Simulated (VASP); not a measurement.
CsI:

```xyz
2
Lattice="4.7778 0.0000 0.0000 0.0000 4.7778 0.0000 0.0000 0.0000 4.7778" Properties=species:S:1:pos:R:3 pbc="T T T"
Cs    0.0000    0.0000    0.0000
I     2.3889    2.3889    2.3889
```

The cell was built by a generator and needn't be a form met in nature.

| Property | Result |
| --- | --- |
| Program | VASP 6.6.1 |
| Task | relaxation of cell and atoms |
| Functional | PBE |
| Potentials or basis | VASP PAW PBE potentials, release 64 (Cs_sv, I) |
| Cutoff | 600 eV |
| k mesh | 6 × 6 × 6 |
| Occupations | fermi-dirac, width 0.02 eV |
| Spin | no spin polarisation |

At the start: pressure -0.6 GPa; volume 54.53 Å³/atom.

Question: Where does the relaxation end?

Answer: Over 3 steps the energy falls by 6.8 meV/atom and the volume is 50.96 Å³/atom (-6.5 %); space group Pm-3m (No. 221, to 0.05 Å).

The path:
| step | energy change (eV) | largest force (eV/Å) | pressure (GPa) | volume (Å³) |
| --- | --- | --- | --- | --- |
| 1 | 0.0000 | 0.0000 | -0.56 | 109.07 |
| 2 | -0.0087 | 0.0000 | -0.36 | 106.06 |
| 3 | -0.0135 | 0.0000 | 0.00 | 101.92 |

Final structure:
```yaml
crystal:
  lattice:
    - [4.67118, 0.00000, 0.00000]
    - [0.00000, 4.67118, 0.00000]
    - [0.00000, 0.00000, 4.67118]
  atoms:
    - { symbol: Cs, position: [0.00000, 0.00000, 0.00000] }
    - { symbol: I, position: [0.50000, 0.50000, 0.50000] }
```
